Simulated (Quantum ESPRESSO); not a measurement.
# KF (Carobbiite) in Quantum ESPRESSO: the effect of functional

Crystal: KF (Carobbiite).

```
K F
1.0
     0.00000    2.67185    2.67185
     2.67185    0.00000    2.67185
     2.67185    2.67185    0.00000
K F
1 1
Direct
  0.00000 0.00000 0.00000
  0.50000 0.50000 0.50000
```

Alike in all runs:

| Quantity | Value |
| --- | --- |
| Program | Quantum ESPRESSO 7.5 |
| Task | dielectric tensor |
| Cutoff | 1143 eV |
| Density cutoff | 4572 eV |
| k mesh | 6 × 6 × 6, shifted |
| Occupations | fermi-dirac, width 0.05 eV |
| Spin | no spin polarisation |

| functional | potentials or basis | pressure (GPa) | dielectric constant (mean) |
| --- | --- | --- | --- |
| LDA | PseudoDojo 0.4.1 SR LDA standard | -3.6 | 2.02 |
| PBE | PseudoDojo 0.4.1 SR PBE standard | ? | ? |
| PBEsol | PseudoDojo 0.4.1 SR PBEsol standard | -0.7 | 2.00 |
| WC | PseudoDojo 0.4.1 SR PBE standard | -0.5 | 2.00 |
| BLYP | PseudoDojo 0.4.1 SR PBE standard | 2.1 | 1.98 |
| AM05 | PseudoDojo 0.4.1 SR PBE standard | 0.5 | 1.99 |

Question: What does the run with functional PBE give?

Answer: Pressure 1.3 GPa; dielectric constant 1.98 mean.

Caveats: the potentials were made for another functional, which shifts forces and pressure (some runs); the cell is more than 3 GPa from zero pressure, which shifts response properties (some runs).
